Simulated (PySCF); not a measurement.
Isomers of C3H9N and their computed core-level spectra.

Method: delta-SCF UKS SCAN, pcX-2 on the ionised atom, pcseg-1 elsewhere, spin-free X2C in PySCF 2.14.0. Geometries: PBE0-D3(BJ)/def2-SVP; isolated species, one conformer each.

Line lists (1s up to Mg, 2p3/2 beyond; areas count atoms within a level, one atom standing for each set equivalent by bonding):
1. C 1s: 290.58 (area 1), 291.28 (area 1), 291.33 (area 1) eV; N 1s: 404.70 eV
2. C 1s: 290.44 (area 2), 291.35 (area 1) eV; N 1s: 404.80 eV
3. C 1s: 290.46 (area 1), 290.58 (area 1), 291.26 (area 1) eV; N 1s: 404.91 eV
4. C 1s: 291.29 eV; N 1s: 404.72 eV

Structures:
A. `CCCN`
B. `CC(N)C`
C. `CCNC`
D. `CN(C)C`

**Question.** Which list belongs to which compound?

**Answer.** 
- 1 = C: another candidate has the same counts of sites, so positions decide. C 1s: 290.58 methyl carbon, 291.28 sp3 carbon bound to nitrogen, 291.33 N-methyl carbon; N 1s: 404.70 secondary amine nitrogen.
- 2 = B: no other candidate has these counts of sites. C 1s: 290.44 methyl carbon (×2), 291.35 sp3 carbon bound to nitrogen; N 1s: 404.80 primary amine nitrogen.
- 3 = A: another candidate has the same counts of sites, so positions decide. C 1s: 290.46 chain CH2 carbon, 290.58 methyl carbon, 291.26 sp3 carbon bound to nitrogen; N 1s: 404.91 primary amine nitrogen.
- 4 = D: no other candidate has these counts of sites. C 1s: 291.29 N-methyl carbon (×3); N 1s: 404.72 tertiary amine nitrogen.
